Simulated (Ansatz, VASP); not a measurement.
## Two plane-wave programs on Cd

The input INCAR:

```
SYSTEM = Cd
ALGO = Normal ; EDIFF = 1E-7
ENCUT = 520 ; GGA = PE
ISIF = 2 ; ISMEAR = -1
LASPH = .TRUE. ; LCHARG = .FALSE.
LREAL = .FALSE. ; LWAVE = .FALSE.
NBANDS = 12 ; NELM = 60
PREC = Accurate ; SIGMA = 0.05
```

The input KPOINTS:

```
k-points
0
G
  10 10 10
  0 0 0
```

POSCAR

```
Cd
1.0
   -1.7843220000      1.7843220000      1.7843220000
    1.7843220000     -1.7843220000      1.7843220000
    1.7843220000      1.7843220000     -1.7843220000
Cd
1
Direct
    0.0000000000      0.0000000000      0.0000000000
```

input.yaml

```yaml
crystal:
  lattice:
    - [-1.784322, 1.784322, 1.784322]
    - [1.784322, -1.784322, 1.784322]
    - [1.784322, 1.784322, -1.784322]
  atoms:
    - { symbol: Cd, position: [0.0, 0.0, 0.0] }
hamiltonian:
  xc: pbe
  pseudopotentials: { kind: paw }
kpoints:
  mp_grid: { grid: [10, 10, 10] }
scf:
  occupations: { method: fermi_dirac, width: 0.05 }
output:
  forces: true
  stress: true
  eigenvalues: true
```

Change from the starting cell: strain = 0.0.

Alike in both runs: task single point; functional PBE; k mesh 10 × 10 × 10; occupations fermi-dirac, width 0.05 eV; no spin polarisation.

|  | VASP | Ansatz |
| --- | --- | --- |
| version | VASP 6.6.1 | Ansatz 0.2.0 |
| potentials or method | VASP PAW PBE potentials, release 64 (Cd) | Ansatz PAW |
| plane-wave cutoff (eV) | 520 | 420 |
| valence electrons in the cell | 12 | 20 |

VASP gave:

```
gap on the k mesh at the Fermi level (eV) : none
pressure (GPa)                            : 1.4
```

Problem. What did Ansatz give for the same quantities?

Solution. gap on the k mesh at the Fermi level (eV): none; pressure (GPa): 1.2.

A gap of «none» marks a metal or a gap that the smearing closes. The two sets of potentials don't hold the same shells in valence.
